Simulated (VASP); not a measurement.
# HfN in VASP: reference runs

Reference runs on HfN: the cell as given.

Everything below comes from runs of VASP 6.6.1. Logs are shortened: lines on timing, memory, paths and dates and some standing lists are left out, and cuts for length are marked.

### Step 1. Starting point

The cell holds a sheet with vacuum, 2 atoms: a = 3.530 Å, b = 3.530 Å, c = 23.800 Å, α = 90.00°, β = 90.00°, γ = 120.00°.

The cell was built by a generator and needn't be a form met in nature.

### Step 2. Single point, PBE

The input, INCAR:

```
PREC = Accurate ; ENCUT = 520
EDIFF = 1E-7 ; ISMEAR = -1
SIGMA = 0.05 ; LREAL = False
LASPH = True ; NELM = 100
ALGO = Normal ; ISIF = 2
LWAVE = False ; LCHARG = True
LDIPOL = True ; IDIPOL = 3
DIPOL = 0.5 0.5 0.294 ; GGA = PE
LELF = True ; LVHAR = True
LVACPOTAV = True ; NBANDS = 14
```

The input, KPOINTS:

```
Automatic mesh
0
Gamma
  9 9 1
```

The input, POSCAR:

```
HfN
1.0
    3.5297000000      0.0000000000      0.0000000000
   -1.7648500000      3.0568100000      0.0000000000
    0.0000000000      0.0000000000     23.8000000000
Hf N
1 1
Direct
    0.0000000000      0.0000000000      0.2941200000
    0.3333300000      0.6666700000      0.2941200000
```

Potentials or basis: VASP PAW PBE potentials, release 64 (Hf_pv, N).

Started as:

```console
$ cat potpaw_PBE.64/Hf_pv/POTCAR potpaw_PBE.64/N/POTCAR > POTCAR
$ mpirun -np 1 vasp_std > vasp.out
```

OUTCAR:

```text
PREC = Accurate
   ENCUT = 520
   EDIFF = 1E-7
   ISMEAR = -1
   LREAL = False
   LASPH = True
   NELM = 100
   ISIF = 2
   GGA = PE

 ion  position               nearest neighbor table
   1  0.000  0.000  0.294-   2 2.04   2 2.04   2 2.04
   2  0.333  0.667  0.294-   1 2.04   1 2.04   1 2.04

  LATTYP: Found a hexagonal cell.
 ALAT       =     3.5297000000
 C/A-ratio  =     6.7427826727

  Lattice vectors:

 A1 = (   3.5297000000,   0.0000000000,   0.0000000000)
 A2 = (  -1.7648500000,   3.0568100000,   0.0000000000)
 A3 = (   0.0000000000,   0.0000000000,  23.8000000000)

Analysis of symmetry for initial positions (statically):
=====================================================================
 Subroutine PRICEL returns:
 Original cell was already a primitive cell.

 Routine SETGRP: Setting up the symmetry group for a
 hexagonal supercell.

 Subroutine GETGRP returns: Found  4 space group operations
 (whereof  2 operations were pure point group operations)
 out of a pool of 24 trial point group operations.

The static configuration has the point symmetry C_1h.
 The point group associated with its full space group is C_2v.

Analysis of symmetry for dynamics (positions and initial velocities):
=====================================================================
 Subroutine PRICEL returns:
 Original cell was already a primitive cell.

 Routine SETGRP: Setting up the symmetry group for a
 hexagonal supercell.

 Subroutine GETGRP returns: Found  4 space group operations
 (whereof  2 operations were pure point group operations)
 out of a pool of 24 trial point group operations.

The dynamic configuration has the point symmetry C_1h.
 The point group associated with its full space group is C_2v.

 Subroutine INISYM returns: Found  4 space group operations
 (whereof  2 operations are pure point group operations),
 and found     1 'primitive' translations

----------------------------------------------------------------------------------------

                                     Primitive cell

  volume of cell :     256.7930

  direct lattice vectors                    reciprocal lattice vectors
     3.529700000  0.000000000  0.000000000     0.283310196  0.163569211  0.000000000
    -1.764850000  3.056810000  0.000000000     0.000000000  0.327138422  0.000000000
     0.000000000  0.000000000 23.800000000     0.000000000  0.000000000  0.042016807

  length of vectors
     3.529700000  3.529700115 23.800000000     0.327138433  0.327138422  0.042016807

  position of ions in fractional coordinates (direct lattice)
     0.000000000  0.000000000  0.294120000
     0.333330000  0.666670000  0.294120000

  ion indices of the primitive-cell ions
   primitive index   ion index
                 1           1
                 2           2

----------------------------------------------------------------------------------------

 KPOINTS: Automatic mesh

Automatic generation of k-mesh.
 Grid dimensions read from file:
 generate k-points for:    9    9    1

 Generating k-lattice:

  Cartesian coordinates                     Fractional coordinates (reciprocal lattice)
     0.031478911  0.018174357  0.000000000     0.111111111  0.000000000  0.000000000
     0.000000000  0.036348714  0.000000000     0.000000000  0.111111111  0.000000000
     0.000000000  0.000000000  0.042016807     0.000000000  0.000000000  1.000000000

  Length of vectors
     0.036348715  0.036348714  0.042016807

  Shift w.r.t. Gamma in fractional coordinates (k-lattice)
     0.000000000  0.000000000  0.000000000

 Subroutine IBZKPT returns following result:
 ===========================================

 Found     25 irreducible k-points:

 Following reciprocal coordinates:
            Coordinates               Weight
  0.000000  0.000000  0.000000      1.000000
  0.111111  0.000000  0.000000      4.000000
 -0.111111  0.111111  0.000000      2.000000
  0.222222  0.000000  0.000000      4.000000
 -0.222222  0.222222  0.000000      2.000000
  0.333333  0.000000  0.000000      4.000000
[... 16 lines left out ...]
 -0.222222 -0.444444  0.000000      4.000000
  0.444444  0.333333  0.000000      4.000000
   k-points           NKPTS =     25   k-points in BZ     NKDIM =     25   number of bands    NBANDS=     14
   number of dos      NEDOS =    301   number of ions     NIONS =      2
   total plane-waves  NPLWV = 141120
   dimension x,y,z NGX =    28 NGY =   28 NGZ =  180
   dimension x,y,z NGXF=    56 NGYF=   56 NGZF=  360
   ions per type =               1   1
   NGX,Y,Z   is equivalent  to a cutoff of  13.19, 13.19, 12.57 a.u.
   NGXF,Y,Z  is equivalent  to a cutoff of  26.38, 26.38, 25.15 a.u.
 SYSTEM =  unknown system
   PREC   = accura    normal or accurate (medium, high low for compatibility)
   ISTART =      0    job   : 0-new  1-cont  2-samecut
   ICHARG =      2    charge: 1-file 2-atom 10-const
   ISPIN  =      1    spin polarized calculation?
   LNONCOLLINEAR =      F non collinear calculations
   LSORBIT =      F    spin-orbit coupling
   LASPH  =      T    aspherical Exc in radial PAW
   ENCUT  =  520.0 eV  38.22 Ry    6.18 a.u.   6.56  6.56 44.25*2*pi/ulx,y,z
   NELM   =    100;   NELMIN=  2; NELMDL= -5     # of ELM steps
   EDIFF  = 0.1E-06   stopping-criterion for ELM
   LREAL  =      F    real-space projection
   EDIFFG = 0.1E-05   stopping-criterion for IOM
   NSW    =      0    number of steps for IOM
   IBRION =     -1    ionic relax: 0-MD 1-quasi-New 2-CG
   NFREE  =      0    steps in history (QN), initial steepest desc. (CG)
   ISIF   =      2    stress and relaxation
   ISYM   =      2    0-nonsym 1-usesym 2-fastsym
   POTIM  = 0.5000    time-step for ionic-motion
   TEBEG  =    0.0;   TEEND  =   0.0 temperature during run
   PSTRESS=    0.0 pullay stress
   NELECT =      15.0000    total number of electrons
   NUPDOWN=      -1.0000    fix difference up-down
   EMIN   =  10.00;   EMAX   =-10.00  energy-range for DOS
   EFERMI =   0.00;   METHOD = LEGACY
   ISMEAR =    -1;   SIGMA  =   0.05  broadening in eV -4-tet -1-fermi 0-gaus
   EFERMI_NEDOS =   21; number of points for ismear=-14 and -15
   IALGO  =     38    algorithm
   IMIX   =      4    mixing-type and parameters
     AMIX     =   0.40;   BMIX     =  1.00
     AMIX_MAG =   1.60;   BMIX_MAG =  1.00
  volume/ion in A,a.u.               =     128.40       866.46
  Fermi-wavevector in a.u.,A,eV,Ry     =   0.635201  1.200355  5.489675  0.403480
  Thomas-Fermi vector in A             =   1.699454
   LORBIT       =      0    0 simple, 1 ext, 2 COOP (PROOUT), +10 PAW based schemes
   GGA     = PE    functional components
   LHFCALC =     F    Hartree Fock is set to
   AEXX    =    0.0000 exact exchange contribution
   IVDW    =     0    specifies the selected vdW correction
   LEPSILON=     F    determine dielectric tensor
   LRPA    =     F    only Hartree local field effects (RPA)
 non-spin polarized calculation
  energy-cutoff  :      520.00
  volume of cell :      256.79
 maximum number of plane-waves:      7037
 NGX is ok and might be reduce to    28
   NGX = 13   NGY = 13   NGZ = 89

 dipolmoment           0.000000      0.000000     -0.000001 electrons x Angstroem

 number of electron      14.9999999 magnetization

 dipolmoment           0.000000      0.000000      0.000001 electrons x Angstroem

 Free energy of the ion-electron system (eV)
  ---------------------------------------------------
  ext. energy  EPLUGINS =         0.00000000
  ---------------------------------------------------
  free energy    TOTEN  =       -19.35876878 eV

  energy without entropy =      -19.34416209  energy(sigma->0) =      -19.35146544

 E-fermi :  -2.6341     XC(G=0):  -2.0989

 val. band max:       -2.6972395482   @ k =   0.3333   0.0000   0.0000
 cond. band min:      -2.6065738921   @ k =   0.3333   0.3333   0.0000
 fundamental gap:      0.0906656560
 Fermi energy:        -2.6341139638

 k-point     1 :       0.0000    0.0000    0.0000
  band No.  band energies     occupation
      1     -34.5481      2.00000
      2     -34.2998      2.00000
      3     -34.2997      2.00000
      4     -18.1253      2.00000
      5      -8.2292      2.00000
      6      -8.2292      2.00000
      7      -6.2197      2.00000
      8      -3.8978      2.00000
      9      -0.4881      0.00000
     10      -0.2837      0.00000
     11      -0.2837      0.00000
     12       0.1265      0.00000
     13       0.8523      0.00000
     14       1.4251      0.00000

 k-point     2 :       0.1111    0.0000    0.0000
  band No.  band energies     occupation
      1     -34.5444      2.00000
      2     -34.3433      2.00000
      3     -34.3092      2.00000
      4     -17.9789      2.00000
      5      -8.3410      2.00000
      6      -8.0251      2.00000
      7      -6.3211      2.00000
      8      -3.7142      2.00000
      9      -0.4506      0.00000
     10      -0.3731      0.00000
     11      -0.0554      0.00000
     12       0.5814      0.00000
     13       1.0412      0.00000
     14       1.6070      0.00000

 k-point     3 :      -0.1111    0.1111    0.0000
  band No.  band energies     occupation
      1     -34.5444      2.00000
      2     -34.3433      2.00000
      3     -34.3092      2.00000
      4     -17.9789      2.00000
      5      -8.3410      2.00000
      6      -8.0251      2.00000
      7      -6.3211      2.00000
      8      -3.7142      2.00000
      9      -0.4506      0.00000
     10      -0.3731      0.00000
     11      -0.0554      0.00000
     12       0.5814      0.00000
     13       1.0412      0.00000
     14       1.6070      0.00000

 k-point     4 :       0.2222    0.0000    0.0000
  band No.  band energies     occupation
      1     -34.5351      2.00000
      2     -34.4514      2.00000
      3     -34.3331      2.00000
      4     -17.6139      2.00000
      5      -8.4778      2.00000
      6      -7.4583      2.00000
      7      -6.5552      2.00000
      8      -3.2589      1.99999
      9      -0.5874      0.00000
     10      -0.3356      0.00000
     11       0.4624      0.00000
     12       1.3636      0.00000
     13       1.6520      0.00000
     14       2.1723      0.00000

 k-point     5 :      -0.2222    0.2222    0.0000
  band No.  band energies     occupation
      1     -34.5351      2.00000
      2     -34.4514      2.00000
      3     -34.3331      2.00000
      4     -17.6139      2.00000
      5      -8.4777      2.00000
      6      -7.4583      2.00000
      7      -6.5552      2.00000
      8      -3.2589      1.99999
      9      -0.5874      0.00000
     10      -0.3355      0.00000
     11       0.4624      0.00000
[... 276 lines left out ...]
 k-point    22 :       0.3333    0.2222    0.0000
  band No.  band energies     occupation
      1     -34.6172      2.00000
      2     -34.5144      2.00000
      3     -34.4517      2.00000
      4     -16.8147      2.00000
      5      -7.8680      2.00000
      6      -6.8887      2.00000
      7      -5.9063      2.00000
      8      -2.5459      0.29266
      9      -2.3248      0.00410
     10      -1.8640      0.00000
     11       1.5060      0.00000
     12       2.3594      0.00000
     13       2.5553      0.00000
     14       3.3925      0.00000

 k-point    23 :      -0.2222   -0.4444    0.0000
  band No.  band energies     occupation
      1     -34.6172      2.00000
      2     -34.5144      2.00000
      3     -34.4517      2.00000
      4     -16.8147      2.00000
      5      -7.8680      2.00000
      6      -6.8887      2.00000
      7      -5.9064      2.00000
      8      -2.5460      0.29304
      9      -2.3247      0.00410
     10      -1.8640      0.00000
     11       1.5060      0.00000
     12       2.3594      0.00000
     13       2.5553      0.00000
     14       3.3925      0.00000

 k-point    24 :       0.4444    0.3333    0.0000
  band No.  band energies     occupation
      1     -34.6172      2.00000
      2     -34.5144      2.00000
      3     -34.4517      2.00000
      4     -16.8147      2.00000
      5      -7.8680      2.00000
      6      -6.8888      2.00000
      7      -5.9063      2.00000
      8      -2.5461      0.29334
      9      -2.3247      0.00410
     10      -1.8640      0.00000
     11       1.5061      0.00000
     12       2.3594      0.00000
     13       2.5552      0.00000
     14       3.3925      0.00000

 [... further k-points ...]

------------------------ aborting loop because EDIFF is reached ----------------------------------------

  FORCE on cell =-STRESS in cart. coord.  units (eV):
  Direction    XX          YY          ZZ          XY          YZ          ZX
  --------------------------------------------------------------------------------------
  -------------------------------------------------------------------------------------
  Total       -0.2052725     -0.2056117     -0.0150483     -0.0002937      0.0000000      0.0000000
  in kB       -1.2807320     -1.2828483     -0.0938891     -0.0018327      0.0000000      0.0000000
  external PRESSURE =      -0.8858231 kB  Pullay stress =       0.0000000 kB

 VOLUME and BASIS-vectors are now :
 -----------------------------------------------------------------------------
  energy-cutoff  :      520.00
  volume of cell :      256.79
      direct lattice vectors                 reciprocal lattice vectors
     3.529700000  0.000000000  0.000000000     0.283310196  0.163569211  0.000000000
    -1.764850000  3.056810000  0.000000000     0.000000000  0.327138422  0.000000000
     0.000000000  0.000000000 23.800000000     0.000000000  0.000000000  0.042016807

 POSITION                                       TOTAL-FORCE (eV/Angst)
 -----------------------------------------------------------------------------------
      0.00000      0.00000      7.00006        -0.000277      0.000160      0.000000
     -0.00002      2.03788      7.00006         0.000277     -0.000160      0.000000
 -----------------------------------------------------------------------------------
    total drift:                               -0.000001     -0.000004      0.000021

  FREE ENERGIE OF THE ION-ELECTRON SYSTEM (eV)
  ---------------------------------------------------
  free  energy   TOTEN  =       -19.3587687802 eV

  energy  without entropy=      -19.3441620928  energy(sigma->0) =      -19.35146544

 vacuum level on the upper side and lower side of the slab         1.214         1.214
```

Run time: 1.7 min. Hardware: 1 thread of Intel Xeon 6975P-C (Granite Rapids), shared host; peak memory 0.42 GiB.

What came out:

* Free energy: -19.3588 eV
* Band gap on the k mesh: none (metal or under the smearing width)
* Work function of the upper face: 3.85 eV
* Work function of the lower face: 3.85 eV

The run has no spin-orbit coupling, so splittings on Hf are missing.
